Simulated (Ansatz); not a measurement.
# Cs (diamond type): the cost of one run

Program: Ansatz 0.2.0. Level of theory: DFT PBE, with the methods named in each step. These are calculated values, not measurements.

This is Cs in the diamond structure; at room conditions it is bcc.

1 further run of the same task is left out (it didn't finish).

### Step 1. The starting structure

It takes space group Fd-3m (No. 227, cubic). Conventional cell: a = 11.430 Å, b = 11.430 Å, c = 11.430 Å, α = 90.00°, β = 90.00°, γ = 90.00°.

As a file:

```xyz
2
Lattice="0.0000 5.7148 5.7148 5.7148 0.0000 5.7148 5.7148 5.7148 0.0000" Properties=species:S:1:pos:R:3 pbc="T T T"
Cs   -1.4287   -1.4287   -1.4287
Cs    1.4287    1.4287    1.4287
```

Whether this phase is the stable one at these pressures isn't tested.

Atoms are numbered in the order of the input: Cs1, Cs2.

### Step 2. The reference volume, LAPW

input.yaml

```yaml
crystal:
  lattice:
    - [0.0, 5.7148403267, 5.7148403267]
    - [5.7148403267, 0.0, 5.7148403267]
    - [5.7148403267, 5.7148403267, 0.0]
  atoms:
    - { symbol: Cs, position: [-0.125, -0.125, -0.125] }
    - { symbol: Cs, position: [0.125, 0.125, 0.125] }
kpoints:
  mp_grid: { grid: [6, 6, 6] }
  band_path:
    path:
      - [0.0, 0.0, 0.0]
      - [0.5, 0.0, 0.5]
      - [0.625, 0.25, 0.625]
      - [0.375, 0.375, 0.75]
      - [0.0, 0.0, 0.0]
      - [0.5, 0.5, 0.5]
      - [0.5, 0.25, 0.75]
      - [0.5, 0.0, 0.5]
    npoints: 14
scf:
  occupations: { method: fermi_dirac, width: 0.08 }
hamiltonian:
  xc: pbe
  pseudopotentials: { kind: all_electron, lapw: { basis_error: 0.001 } }
output:
  forces: true
  stress: true
  eigenvalues: true
  populations: true
  dos: { projected: true, de: 0.2, e_range: [-14, 8] }
```

Run with:

```console
ansatz run input.yaml --threads 1 --pin off --max-ram 2048MiB --backend cpu --events-out ev --progress --plain --runs-dir out
```

Q: Estimate wall time and peak memory on 1 thread of Intel Xeon Platinum 8375C at 2.90GHz (Ice Lake), shared host.

About 7.9 s, with a peak of 0.28 GiB.
